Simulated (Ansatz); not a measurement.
N in several cubic structure types, each at its own equilibrium volume.

These are results of Ansatz 0.2.0 development build, PBE, plane waves, PAW datasets (generated soft set 1), not measurements.

Settings: cutoff 420 eV; no spin polarisation; Fermi–Dirac smearing of 0.0612 eV; k-meshes 60³ (fcc), 58³ (simple cubic).

(1) Rank the structures by energy per atom, lowest first.
A. simple cubic
B. fcc

(2) Give the equilibrium volume and bulk modulus of each.

Answers

(1) A (0.0 meV/atom), B (1244 meV/atom).

(2) 
```json
{"structure": "fcc", "V₀ (Å³/atom)": "7.60", "B₀ (GPa)": "179"}
{"structure": "simple cubic", "V₀ (Å³/atom)": "6.48", "B₀ (GPa)": "207"}
```

Only these cubic types are compared here; the real ground state can be another structure or magnetic.

Model structures, not the usual forms at ambient conditions (metastable or hypothetical): N (fcc type), N (simple cubic type).
